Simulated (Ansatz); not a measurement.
Runs of Ansatz 0.2.0 on TiSi2. The structure is orthorhombic, space group Immm (No. 71). The conventional cell has a = 2.946 Å, b = 3.424 Å, c = 8.424 Å, α = 90.00°, β = 90.00°, γ = 90.00°. Ti (site symmetry mmm) is surrounded by 10 Si at 2.67 to 2.78 Å and 2 Ti at 2.95 Å. Around Si (site symmetry mm2) lie 7 Si at 2.63 to 2.95 Å and 5 Ti at 2.67 to 2.78 Å. The cell comes from a database or a generator and needn't be the stable form of this composition.

```csv
task,level,U,cell,k mesh,cutoff (eV),screening (1/Å),share of exact exchange,hubbard projectors,double counting,points for each segment of the path,mesh quality,gap on the mesh (eV),pressure (GPa),relaxed volume (Å³/atom),largest force (eV/Å)
relaxation of cell and atoms,r2SCAN,-,relaxed,12 × 12 × 12,500,-,-,-,-,-,not flagged,none,0.0,13.93,-
relaxation of cell and atoms,LDA,-,relaxed,12 × 12 × 12,420,-,-,-,-,-,not flagged,none,0.0,(a),-
single point,HSE06 form with a typed share of exact exchange,-,as given,6 × 6 × 6,420,0.3,0.25,-,-,-,coarse,none,-,-,0.18
relaxation of cell and atoms,PBEsol+U,Ti d U = 3 eV,relaxed,12 × 12 × 12,420,-,-,ortho-atomic (the default),fll (the default),-,not flagged,none,0.0,14.03,-
band structure,HSE06,-,as given,8 × 8 × 8,420,-,-,-,-,4,not flagged,none,-,-,0.01
relaxation of cell and atoms,PBEsol+U,Ti d U = 5 eV,relaxed,12 × 12 × 12,420,-,-,ortho-atomic (the default),fll (the default),-,not flagged,none,0.0,14.23,0.01
relaxation of cell and atoms,PBEsol+U,Ti d U = 4 eV,relaxed,12 × 12 × 12,420,-,-,ortho-atomic (the default),fll (the default),-,not flagged,none,0.0,(b),-
```

Alike in all rows: potentials or basis Ansatz PAW; no spin polarisation; smearing fermi-dirac 0.05 eV.

Problem. Estimate the missing entries.

Solution. (a) 13.52; (b) 14.12.

Caveats: some runs use coarse meshes; the PAW data sets come from PBE, with cores solved anew for the run's functional, which leaves a small shift of forces and pressure; the plane-wave basis is chosen anew once the cell has moved, so the energies of steps on either side of that aren't comparable (some runs); U without spin polarisation on a metal has little footing (some runs); the U is typed as a test and isn't derived for this compound (some runs).

A k mesh can miss the band edges.

A gap of «none» marks a metal or a gap under the smearing width.

Not every run made on this cell is shown here.
